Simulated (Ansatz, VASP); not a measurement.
## Na: VASP beside Ansatz

```
CELL_PARAMETERS angstrom
-2.07464 2.07464 2.07464
2.07464 -2.07464 2.07464
2.07464 2.07464 -2.07464
ATOMIC_POSITIONS crystal
Na 0.00000 0.00000 0.00000
```

Change from the starting cell: volume scaled by 0.9405, crystal datasets.

Alike in both runs: task electric field gradients; functional PBE; k mesh 11 × 11 × 11; occupations fermi-dirac, width 0.03 eV; no spin polarisation.

|  | VASP | Ansatz |
| --- | --- | --- |
| version | VASP 6.6.1 | Ansatz 0.2.0 |
| potentials or method | VASP PAW PBE potentials, release 64 (Na_pv), cutoff 520 eV | all-electron PAW with datasets made for the crystal, scalar-relativistic |

|  | VASP | Ansatz | Ansatz less VASP |
| --- | --- | --- | --- |
| pressure (GPa) | 0.3 | 0.3 | +0.01 |
| Vzz of the field gradient on the site that differs most (V/Å²) | 0.0 | 0.0 | +0.01 |

Ansatz ran all-electron here, so the differences hold the error of VASP's frozen core and of both bases.
